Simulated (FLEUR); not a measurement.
Cd:

```xyz
1
Lattice="-1.7843 1.7843 1.7843 1.7843 -1.7843 1.7843 1.7843 1.7843 -1.7843" Properties=species:S:1:pos:R:3 pbc="T T T"
Cd    0.0000    0.0000    0.0000
```

This isn't the form of Cd at room conditions, which is hcp.

* Program: FLEUR MaX-R8.1 (later development tree)
* Task: single point
* Functional: PBE
* Potentials or basis: all-electron
* Basis: FLAPW
* Kmax: 3.8 1/bohr
* k mesh: 10 × 10 × 10
* Occupations: fermi-dirac, width 0.05 eV
* Spin: no spin polarisation
* Gmax: 11.8 1/bohr
* Muffin-tin radii: Cd 2.65 bohr
* lmax: Cd 11
* Local orbitals a species: Cd 5
* Max iterations: 60
* Mixing factor: 0.05
* Mixer: Anderson
* Mixer history: 15
* Density convergence: 1e-05 me/bohr^3

On this cell: band gap on the k mesh none (metal or under the smearing width).

The same run follows on a disturbed copy (cell strained at random at fixed volume):

```
Cd
1.0
    -1.81397    1.81561    1.82122
     1.80090   -1.81305    1.80560
     1.73307    1.73214   -1.81866
Cd
1
Direct
  0.99699 0.98496 0.01511
```

**Question.** What changes?

**Answer.** The energy (extrapolated to zero smearing) moves by -2.6 meV/atom; band gap on the k mesh none (metal or under the smearing width).

The energy falls, though the first cell shows no forces: that form is unstable against this distortion, unless noise or another electronic state is at work.
